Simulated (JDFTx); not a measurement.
# HfC (Fm-3m) in JDFTx: notebook

The runs below take HfC through single point, with PBE.

Everything below comes from runs of JDFTx 1.7.0 (patched build). Logs are shortened: lines on timing, memory, paths and dates and some standing lists are left out, and cuts for length are marked. The log counts tension as positive stress, the text compression.

### Step 1. The crystal as given

The structure is cubic, space group Fm-3m (No. 225). The conventional cell has a = 4.650 Å, b = 4.650 Å, c = 4.650 Å, α = 90.00°, β = 90.00°, γ = 90.00°. Around Hf (site symmetry m-3m) lie 6 C at 2.33 Å. C (site symmetry m-3m) has 6 Hf at 2.33 Å as nearest neighbours.

### Step 2. Single point, PBE

HfC.in

```
lattice \
    0.0000000000     4.3936132398     4.3936132398 \
    4.3936132398     0.0000000000     4.3936132398 \
    4.3936132398     4.3936132398     0.0000000000
coords-type Cartesian
ion Hf     4.3936132398     4.3936132398     4.3936132398 1
ion C      0.0000000000     0.0000000000     0.0000000000 1

ion-species pseudo/Hf.upf
ion-species pseudo/C.upf
elec-cutoff 41 328
elec-ex-corr gga-PBE
kpoint-folding 10 10 10
elec-smearing Fermi 0.0018374661
elec-n-bands 14
electronic-SCF nIterations 100 energyDiffThreshold 1e-09
electronic-minimize nIterations 30 energyDiffThreshold 1e-7
converge-empty-states yes
forces-output-coords Cartesian

dump-name run.$VAR
dump End Ecomponents EigStats BandEigs Kpoints Forces Stress ElecDensity Dtot KEdensity
```

Potentials or basis: PseudoDojo-SR-PBE-0.4.1-standard with smoothed tails.

On the command line:

```sh
$ jdftx -c 1 -i HfC.in -o HfC.out
```

What it wrote:

```text
*************** JDFTx 1.7.0 (patched build) ***************

Input parsed successfully to the following command list (including defaults):
[... the input with its defaults ...]

---------- Setting up symmetries ----------

Found 48 point-group symmetries of the bravais lattice
Found 48 space-group symmetries with basis
Applied RMS atom displacement 7.66881e-16 bohrs to make symmetries exact.

---------- Initializing the Grid ----------
R =
[            0      4.39361      4.39361  ]
[      4.39361            0      4.39361  ]
[      4.39361      4.39361            0  ]
unit cell volume = 169.627
G =
[  -0.715036   0.715036   0.715036  ]
[   0.715036  -0.715036   0.715036  ]
[   0.715036   0.715036  -0.715036  ]
Minimum fftbox size, Smin = [  52  52  52  ]
Chosen fftbox size, S = [  54  54  54  ]

---------- Initializing tighter grid for wavefunction operations ----------
R =
[            0      4.39361      4.39361  ]
[      4.39361            0      4.39361  ]
[      4.39361      4.39361            0  ]
unit cell volume = 169.627
G =
[  -0.715036   0.715036   0.715036  ]
[   0.715036  -0.715036   0.715036  ]
[   0.715036   0.715036  -0.715036  ]
Minimum fftbox size, Smin = [  36  36  36  ]
Chosen fftbox size, S = [  36  36  36  ]

---------- Exchange Correlation functional ----------
Initalized PBE GGA exchange.
Initalized PBE GGA correlation.

---------- Setting up pseudopotentials ----------
Width of ionic core gaussian charges (only for fluid interactions / plotting) set to 0

Reading pseudopotential file 'pseudo/Hf.upf':
  'Hf' pseudopotential, 'PBE' functional
  Generated using ONCVPSP code by D. R. Hamann
  12 valence electrons, 4 orbitals, 8 projectors, 1001 radial grid points, with lMax = 3
    5S    l: 0   occupation:  2.0   eigenvalue: -2.462799
    5P    l: 1   occupation:  6.0   eigenvalue: -1.307320
    5D    l: 2   occupation:  2.0   eigenvalue: -0.098817
    6S    l: 0   occupation:  2.0   eigenvalue: -0.187732
  Core radius for overlap checks: 2.38 bohrs.

Reading pseudopotential file 'pseudo/C.upf':
  'C' pseudopotential, 'PBE' functional
  Generated using ONCVPSP code by D. R. Hamann
  4 valence electrons, 2 orbitals, 4 projectors, 1001 radial grid points, with lMax = 1
    2S    l: 0   occupation:  2.0   eigenvalue: -0.505335
    2P    l: 1   occupation:  2.0   eigenvalue: -0.194238
  Core radius for overlap checks: 1.21 bohrs.

Initialized 2 species with 2 total atoms.

Folded 1 k-points by 10x10x10 to 1000 k-points.

---------- Setting up k-points, bands, fillings ----------
Reduced to 47 k-points under symmetry.
Computing the number of bands and number of electrons
Calculating initial fillings.
nElectrons:  16.000000   nBands: 14   nStates: 47

----- Setting up reduced wavefunction bases (one per k-point) -----
average nbasis = 2126.595 , ideal nbasis = 2126.989

---------- Setting up ewald sum ----------
Optimum gaussian width for ewald sums = 1.995503 bohr.
Real space sum over 1331 unit cells with max indices [  5  5  5  ]
Reciprocal space sum over 2197 terms with max indices [  6  6  6  ]

---------- Allocating electronic variables ----------
Initializing wave functions:  linear combination of atomic orbitals
Hf pseudo-atom occupations:   s ( 2 2 )  p ( 6 )  d ( 2 )
C pseudo-atom occupations:   s ( 2 )  p ( 2 )
	FillingsUpdate:  mu: +0.613243548  nElectrons: 16.000000
LCAOMinimize: Iter:   0  F: -55.6600462940786258  |grad|_K:  1.049e-02  alpha:  1.000e+00
	FillingsUpdate:  mu: +0.577276799  nElectrons: 16.000000
LCAOMinimize: Iter:   1  F: -55.8454269452562500  |grad|_K:  9.906e-04  alpha:  3.322e-01  linmin:  4.100e-01  cgtest: -9.399e-01
LCAOMinimize: 	Bad step direction: g.d > 0.
[... 13 lines of inner loops ...]
	FillingsUpdate:  mu: +0.586376736  nElectrons: 16.000000
LCAOMinimize: Iter:   6  F: -55.8469758423510285  |grad|_K:  3.163e-09  alpha:  9.576e-01  linmin: -2.051e-04  cgtest:  7.018e-03
LCAOMinimize: Encountered beta<0, resetting CG.
LCAOMinimize: Converged (|Delta F|<1.000000e-06 for 2 iters).

-------- Electronic minimization -----------
Will mix electronic density at each iteration.
	FillingsUpdate:  mu: +0.586376736  nElectrons: 16.000000
	FillingsUpdate:  mu: +0.574484715  nElectrons: 16.000000
SCF: Cycle:  0   F: -55.879575295957672   dF: -3.260e-02   |Residual|: 4.485e-02   |deigs|: 2.100e-02
	FillingsUpdate:  mu: +0.568962093  nElectrons: 16.000000
SCF: Cycle:  1   F: -55.881129322136140   dF: -1.554e-03   |Residual|: 1.666e-02   |deigs|: 5.856e-03
	FillingsUpdate:  mu: +0.568721322  nElectrons: 16.000000
SCF: Cycle:  2   F: -55.881225452347259   dF: -9.613e-05   |Residual|: 8.241e-03   |deigs|: 2.663e-03
	FillingsUpdate:  mu: +0.567985117  nElectrons: 16.000000
SCF: Cycle:  3   F: -55.881236979546557   dF: -1.153e-05   |Residual|: 1.223e-03   |deigs|: 1.479e-03
	FillingsUpdate:  mu: +0.568177492  nElectrons: 16.000000
SCF: Cycle:  4   F: -55.881237826768739   dF: -8.472e-07   |Residual|: 5.124e-04   |deigs|: 3.042e-04
	FillingsUpdate:  mu: +0.568113508  nElectrons: 16.000000
SCF: Cycle:  5   F: -55.881238088795321   dF: -2.620e-07   |Residual|: 9.841e-05   |deigs|: 8.532e-05
	FillingsUpdate:  mu: +0.568109161  nElectrons: 16.000000
SCF: Cycle:  6   F: -55.881238105385776   dF: -1.659e-08   |Residual|: 3.329e-05   |deigs|: 3.905e-05
	FillingsUpdate:  mu: +0.568110968  nElectrons: 16.000000
SCF: Cycle:  7   F: -55.881238110384075   dF: -4.998e-09   |Residual|: 1.365e-05   |deigs|: 3.411e-05
	FillingsUpdate:  mu: +0.568113923  nElectrons: 16.000000
SCF: Cycle:  8   F: -55.881238111207125   dF: -8.231e-10   |Residual|: 1.578e-05   |deigs|: 3.287e-05
	FillingsUpdate:  mu: +0.568111813  nElectrons: 16.000000
SCF: Cycle:  9   F: -55.881238111695062   dF: -4.879e-10   |Residual|: 3.497e-06   |deigs|: 3.556e-05
SCF: Converged (|Delta E|<1.000000e-09 for 2 iters).

Setting wave functions to eigenvectors of Hamiltonian
Converging empty states (this may take a while): |deigs|: 1.960e-04

# Stress tensor in Cartesian coordinates [Eh/a0^3]:
[ -1.44239e-05            0            0  ]
[            0 -1.44239e-05            0  ]
[            0            0 -1.44239e-05  ]

# Ionic positions in cartesian coordinates:
ion Hf   4.393613239800000   4.393613239799999   4.393613239799999 1
ion C  -0.000000000000000  -0.000000000000000  -0.000000000000000 1

# Forces in Cartesian coordinates:
force Hf  -0.000000000000000   0.000000000000000  -0.000000000000000 1
force C   0.000000000000000  -0.000000000000000   0.000000000000000 1

# Energy components:
   Eewald =      -47.6937911381632560
       EH =        6.5723829049328177
     Eloc =      -26.0093977655729169
      Enl =        2.5380951032665107
      Exc =      -16.4356864120649888
 Exc_core =        6.6241894941958801
       KE =       18.5230726031087691
-------------------------------------
     Etot =      -55.8811352102971881
       TS =        0.0001029013978707
-------------------------------------
        F =      -55.8812381116950618

IonicMinimize: Iter:   0  F: -55.881238111695062  |grad|_K:  2.615e-41
IonicMinimize: Converged (|grad|_K<1.000000e-04).

#--- Lowdin population analysis ---
# oxidation-state Hf +0.745
# oxidation-state C -0.709

Dumping 'run.eigStats' ...
	eMin: -1.678698 at state 0 ( [ +0.000000 +0.000000 +0.000000 ] spin 0 )
	HOMO: +0.567573 at state 1 ( [ +0.000000 +0.000000 +0.100000 ] spin 0 )
	mu  : +0.568112
	LUMO: +0.572691 at state 6 ( [ +0.000000 +0.100000 +0.100000 ] spin 0 )
	eMax: +1.051603 at state 45 ( [ +0.200000 +0.400000 -0.300000 ] spin 0 )
	HOMO-LUMO gap: +0.005119
	Optical gap  : +0.025354 at state 28 ( [ +0.000000 +0.400000 +0.500000 ] spin 0 )
Done!
[note: the HOMO, LUMO and gaps printed at the end count levels as full or empty at half filling, so they show a gap where a level is partly filled]
```

Wall time 29 s (1 thread of AMD EPYC 9R45 (Zen 5), shared host); peak memory 0.14 GiB.

Results:

* Free energy: -1520.6060 eV
* Pressure: 0.4 GPa
* Band gap on the k mesh: none (metal or under the smearing width)
* Loewdin charges: Hf +0.74; C -0.71 e

### Step 3. Single point, PBE, spin-orbit coupling, no magnetisation

Changes to HfC.in since step 2:

```diff
@@ -14,4 +14,5 @@
 elec-smearing Fermi 0.0018374661
-elec-n-bands 14
-electronic-SCF nIterations 100 energyDiffThreshold 1e-09
+elec-n-bands 28
+spintype spin-orbit
+electronic-SCF nIterations 100 energyDiffThreshold 1e-08
 electronic-minimize nIterations 30 energyDiffThreshold 1e-7
@@ -21,2 +22,2 @@
 dump-name run.$VAR
-dump End Ecomponents EigStats BandEigs Kpoints Forces Stress ElecDensity Dtot KEdensity
+dump End Ecomponents EigStats BandEigs Kpoints Forces Stress ElecDensity Dtot
```

Potentials or basis: PseudoDojo-FR-PBE-0.4-standard with smoothed tails.

On the command line:

```sh
$ jdftx -c 1 -i HfC.in -o HfC.out
```

What it wrote:

```text
*************** JDFTx 1.7.0 (patched build) ***************

Input parsed successfully to the following command list (including defaults):
[... the input with its defaults ...]

---------- Setting up symmetries ----------

Found 48 point-group symmetries of the bravais lattice
Found 48 space-group symmetries with basis
Applied RMS atom displacement 7.66881e-16 bohrs to make symmetries exact.

---------- Initializing the Grid ----------
R =
[            0      4.39361      4.39361  ]
[      4.39361            0      4.39361  ]
[      4.39361      4.39361            0  ]
unit cell volume = 169.627
G =
[  -0.715036   0.715036   0.715036  ]
[   0.715036  -0.715036   0.715036  ]
[   0.715036   0.715036  -0.715036  ]
Minimum fftbox size, Smin = [  52  52  52  ]
Chosen fftbox size, S = [  54  54  54  ]

---------- Initializing tighter grid for wavefunction operations ----------
R =
[            0      4.39361      4.39361  ]
[      4.39361            0      4.39361  ]
[      4.39361      4.39361            0  ]
unit cell volume = 169.627
G =
[  -0.715036   0.715036   0.715036  ]
[   0.715036  -0.715036   0.715036  ]
[   0.715036   0.715036  -0.715036  ]
Minimum fftbox size, Smin = [  36  36  36  ]
Chosen fftbox size, S = [  36  36  36  ]

---------- Exchange Correlation functional ----------
Initalized PBE GGA exchange.
Initalized PBE GGA correlation.

---------- Setting up pseudopotentials ----------
Width of ionic core gaussian charges (only for fluid interactions / plotting) set to 0

Reading pseudopotential file 'pseudo/Hf.upf':
  'Hf' pseudopotential, 'PBE' functional
  Generated using ONCVPSP code by D. R. Hamann
  12 valence electrons, 6 orbitals, 14 projectors, 1001 radial grid points, with lMax = 3
    5S    l: 0   occupation:  2.0   eigenvalue: -2.457174
    5P    l: 1   occupation:  4.0   eigenvalue: -1.226609
    5P    l: 1   occupation:  2.0   eigenvalue: -1.512070
    5D    l: 2   occupation:  1.2   eigenvalue: -0.092552
    5D    l: 2   occupation:  0.8   eigenvalue: -0.109028
    6S    l: 0   occupation:  2.0   eigenvalue: -0.187816
  Core radius for overlap checks: 2.39 bohrs.

Reading pseudopotential file 'pseudo/C.upf':
  'C' pseudopotential, 'PBE' functional
  Generated using ONCVPSP code by D. R. Hamann
  4 valence electrons, 3 orbitals, 6 projectors, 1001 radial grid points, with lMax = 1
    2S    l: 0   occupation:  2.0   eigenvalue: -0.505326
    2P    l: 1   occupation:  1.3   eigenvalue: -0.194125
    2P    l: 1   occupation:  0.7   eigenvalue: -0.194446
  Core radius for overlap checks: 1.21 bohrs.

Initialized 2 species with 2 total atoms.

Folded 1 k-points by 10x10x10 to 1000 k-points.

---------- Setting up k-points, bands, fillings ----------
Reduced to 47 k-points under symmetry.
Computing the number of bands and number of electrons
Calculating initial fillings.
nElectrons:  16.000000   nBands: 28   nStates: 47

----- Setting up reduced wavefunction bases (one per k-point) -----
average nbasis = 2126.595 , ideal nbasis = 2126.989

---------- Setting up ewald sum ----------
Optimum gaussian width for ewald sums = 1.995503 bohr.
Real space sum over 1331 unit cells with max indices [  5  5  5  ]
Reciprocal space sum over 2197 terms with max indices [  6  6  6  ]

---------- Allocating electronic variables ----------
Initializing wave functions:  linear combination of atomic orbitals
Hf pseudo-atom occupations:   s ( 2 2 )  p- ( 2 )  p+ ( 4 )  d- ( 2 )  d+ ( 0 )
C pseudo-atom occupations:   s ( 2 )  p- ( 2 )  p+ ( 0 )
	FillingsUpdate:  mu: +0.612678028  nElectrons: 16.000000
LCAOMinimize: Iter:   0  F: -55.7300558924131266  |grad|_K:  5.553e-03  alpha:  1.000e+00
	FillingsUpdate:  mu: +0.580119672  nElectrons: 16.000000
LCAOMinimize: Iter:   1  F: -55.9360750752003213  |grad|_K:  4.409e-04  alpha:  3.297e-01  linmin:  4.340e-01  cgtest: -9.226e-01
LCAOMinimize: 	Bad step direction: g.d > 0.
[... 9 lines of inner loops ...]
LCAOMinimize: Iter:   4  F: -55.9372268507917880  |grad|_K:  2.045e-07  alpha:  9.799e-01  linmin: -4.772e-03  cgtest:  7.859e-03
	FillingsUpdate:  mu: +0.588052478  nElectrons: 16.000000
LCAOMinimize: Iter:   5  F: -55.9372268514279156  |grad|_K:  1.124e-07  alpha:  7.701e-01  linmin:  5.135e-06  cgtest: -3.484e-04
LCAOMinimize: Converged (|Delta F|<1.000000e-06 for 2 iters).

-------- Electronic minimization -----------
Will mix electronic density at each iteration.
	FillingsUpdate:  mu: +0.588052478  nElectrons: 16.000000
	FillingsUpdate:  mu: +0.576217361  nElectrons: 16.000000
SCF: Cycle:  0   F: -55.972865896273873   dF: -3.564e-02   |Residual|: 4.985e-02   |deigs|: 2.394e-02
	FillingsUpdate:  mu: +0.569641887  nElectrons: 16.000000
SCF: Cycle:  1   F: -55.974842222676472   dF: -1.976e-03   |Residual|: 1.904e-02   |deigs|: 6.057e-03
	FillingsUpdate:  mu: +0.569233163  nElectrons: 16.000000
SCF: Cycle:  2   F: -55.974978114019940   dF: -1.359e-04   |Residual|: 9.305e-03   |deigs|: 3.025e-03
	FillingsUpdate:  mu: +0.568291547  nElectrons: 16.000000
SCF: Cycle:  3   F: -55.974995467641875   dF: -1.735e-05   |Residual|: 1.514e-03   |deigs|: 1.795e-03
	FillingsUpdate:  mu: +0.568555479  nElectrons: 16.000000
SCF: Cycle:  4   F: -55.974996294725990   dF: -8.271e-07   |Residual|: 7.785e-04   |deigs|: 3.805e-04
	FillingsUpdate:  mu: +0.568446373  nElectrons: 16.000000
SCF: Cycle:  5   F: -55.974996754214750   dF: -4.595e-07   |Residual|: 7.386e-05   |deigs|: 1.071e-04
	FillingsUpdate:  mu: +0.568447022  nElectrons: 16.000000
SCF: Cycle:  6   F: -55.974996771260386   dF: -1.705e-08   |Residual|: 4.477e-05   |deigs|: 1.275e-05
	FillingsUpdate:  mu: +0.568453627  nElectrons: 16.000000
SCF: Cycle:  7   F: -55.974996775455864   dF: -4.195e-09   |Residual|: 1.227e-05   |deigs|: 9.888e-06
	FillingsUpdate:  mu: +0.568453212  nElectrons: 16.000000
SCF: Cycle:  8   F: -55.974996776152111   dF: -6.962e-10   |Residual|: 6.048e-06   |deigs|: 7.996e-06
SCF: Converged (|Delta E|<1.000000e-08 for 2 iters).

Setting wave functions to eigenvectors of Hamiltonian
Converging empty states (this may take a while):
EmptyStates: None of the convergence criteria satisfied.
|deigs|: 7.199e-05

# Stress tensor in Cartesian coordinates [Eh/a0^3]:
[ -4.32658e-06            0            0  ]
[            0 -4.32658e-06            0  ]
[            0            0 -4.32658e-06  ]

# Ionic positions in cartesian coordinates:
ion Hf   4.393613239800000   4.393613239799999   4.393613239799999 1
ion C  -0.000000000000000  -0.000000000000000  -0.000000000000000 1

# Forces in Cartesian coordinates:
force Hf  -0.000000000000000   0.000000000000000  -0.000000000000000 1
force C   0.000000000000000  -0.000000000000000   0.000000000000000 1

# Energy components:
   Eewald =      -47.6937911381632560
       EH =        6.5939797152720239
     Eloc =      -26.1032718769428023
      Enl =        2.4607068122478681
      Exc =      -16.4776396328505967
 Exc_core =        6.6523871054322541
       KE =       18.5927399807486573
-------------------------------------
     Etot =      -55.9748890342558525
       TS =        0.0001077418962611
-------------------------------------
        F =      -55.9749967761521106

IonicMinimize: Iter:   0  F: -55.974996776152111  |grad|_K:       -nan
IonicMinimize: None of the convergence criteria satisfied after 0 iterations.

#--- Lowdin population analysis ---
# oxidation-state Hf +0.746
# oxidation-state C -0.707

Dumping 'run.eigStats' ...
	eMin: -1.671797 at state 0 ( [ +0.000000 +0.000000 +0.000000 ] spin 0 )
	HOMO: +0.567497 at state 1 ( [ +0.000000 +0.000000 +0.100000 ] spin 0 )
	mu  : +0.568452
	LUMO: +0.568751 at state 6 ( [ +0.000000 +0.100000 +0.100000 ] spin 0 )
	eMax: +1.048497 at state 45 ( [ +0.200000 +0.400000 -0.300000 ] spin 0 )
	HOMO-LUMO gap: +0.001254
	Optical gap  : +0.013025 at state 30 ( [ +0.000000 +0.500000 +0.500000 ] spin 0 )
WARNING: the last solve of the electrons (or of bands or displaced states from it) ended unconverged.
Done!
```

It took 75 s on 1 thread of AMD EPYC 9R45 (Zen 5), shared host; peak memory 0.26 GiB.

What came out:

* Free energy: -1523.1573 eV
* Pressure: 0.1 GPa
* Band gap on the k mesh: none (metal or under the smearing width)
* Loewdin charges: Hf +0.75; C -0.71 e

Caveat: the empty levels aren't tightly converged.
